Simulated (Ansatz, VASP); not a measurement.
Two plane-wave programs on ZnAu

```
Zn Au
1.0
     3.14700    0.00000    0.00000
     0.00000    3.14700    0.00000
     0.00000    0.00000    3.14700
Zn Au
1 1
Cartesian
  1.5735 1.5735 1.5735
  0.0000 0.0472 0.0000
```

Alike in both runs: task single point; functional PBE; k mesh 6 × 6 × 6; occupations fermi-dirac, width 0.05 eV; no spin polarisation.

|  | VASP | Ansatz |
| --- | --- | --- |
| version | VASP 6.6.1 | Ansatz 0.2.0 |
| potentials or method | VASP PAW PBE potentials, release 64 (Zn, Au) | plane waves, PAW |
| plane-wave cutoff (eV) | 520 | 510 |
| valence electrons in the cell | 23 | 31 |

```csv
,VASP,Ansatz,Ansatz less VASP
gap on the k mesh at the Fermi level (eV),none,none,-
rms of the force components (eV/Å),0.102,0.101,-0.0016
```

Atom by atom the forces differ by 0.002 eV/Å (rms over components). A gap of «none» marks a metal or a gap that the smearing closes. With one functional, cell and mesh, what is left measures potentials, basis and numerics. The two sets of potentials don't hold the same shells in valence.

The runs have no spin-orbit coupling, so splittings on Au are missing.
